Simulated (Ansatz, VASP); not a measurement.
## Two plane-wave programs on Pd

```
Pd
1.0
     0.00000    1.93344    1.93344
     1.93344    0.00000    1.93344
     1.93344    1.93344    0.00000
Pd
1
Direct
  0.00000 0.00000 0.00000
```

Alike in both runs: task single point; functional r2SCAN; dispersion rVV10; k mesh 12 × 12 × 12; occupations fermi-dirac, width 0.05 eV; no spin polarisation.

```csv
,VASP,Ansatz
version,VASP 6.6.1,Ansatz 0.2.0
potentials or method,"VASP PAW PBE potentials, release 64 (Pd)",Ansatz PAW
plane-wave cutoff (eV),520,500
valence electrons in the cell,10,18
```

```csv
,VASP,Ansatz,Ansatz less VASP
gap on the k mesh at the Fermi level (eV),none,none,-
pressure (GPa),4.8,3.5,-1.34
```

A gap of «none» marks a metal or a gap that the smearing closes. The two sets of potentials don't hold the same shells in valence.

Caveats: the PAW data sets were made with another functional, which shifts forces and pressure a little (VASP); the PAW data sets come from PBE, with cores solved anew for the run's functional, which leaves a small shift of forces and pressure (Ansatz).
